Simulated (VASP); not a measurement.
The system is Ge.

```
Ge
1.0
     1.39715   -2.60052    0.00000
     1.39715    2.60052    0.00000
     0.00000    0.00000    2.69823
Ge
1
Direct
  0.50000 0.50000 0.00000
```

This isn't the form of Ge at room conditions, which is diamond.

```yaml
Program: VASP 6.6.1
Task: relaxation of cell and atoms
Functional: LDA
Potentials_or_basis: VASP PAW LDA potentials, release 64 (Ge_d)
Cutoff: 600 eV
k_mesh: 10 × 10 × 8
Occupations: fermi-dirac, width 0.05 eV
Spin: no spin polarisation
```

At the start: pressure -4.8 GPa; volume 19.61 Å³/atom.

**Question.** Where does the relaxation end?

**Answer.** Over 18 steps the energy falls by 34.8 meV/atom and the volume is 18.20 Å³/atom (-7.2 %); space group Cmmm (No. 65, to 0.05 Å).

Step by step:
```tsv
step	energy change (eV)	largest force (eV/Å)	pressure (GPa)	volume (Å³)
1	0.0000	0.0000	-4.82	19.61
2	-0.0294	0.0000	0.57	17.98
3	-0.0295	0.0000	0.55	18.05
4	-0.0295	0.0000	0.32	18.12
5	-0.0316	0.0000	-0.21	18.13
6	-0.0330	0.0000	0.35	18.17
7	-0.0343	0.0000	0.22	18.15
8	-0.0346	0.0000	0.02	18.16
9	-0.0347	0.0000	0.30	18.16
10	-0.0347	0.0000	-0.46	18.28
11	-0.0348	0.0000	-0.35	18.21
12	-0.0348	0.0000	0.32	18.19
13	-0.0348	0.0000	0.01	18.20
14	-0.0348	0.0000	-0.14	18.20
15	-0.0348	0.0000	0.34	18.18
16	-0.0348	0.0000	0.15	18.19
17	-0.0348	0.0000	0.09	18.20
18	-0.0348	0.0000	-0.02	18.20
```

Final structure:
```
CELL_PARAMETERS angstrom
1.33275 -2.62996 0.00000
1.33275 2.62996 0.00000
0.00000 0.00000 2.59594
ATOMIC_POSITIONS crystal
Ge 0.50000 0.50000 0.00000
```
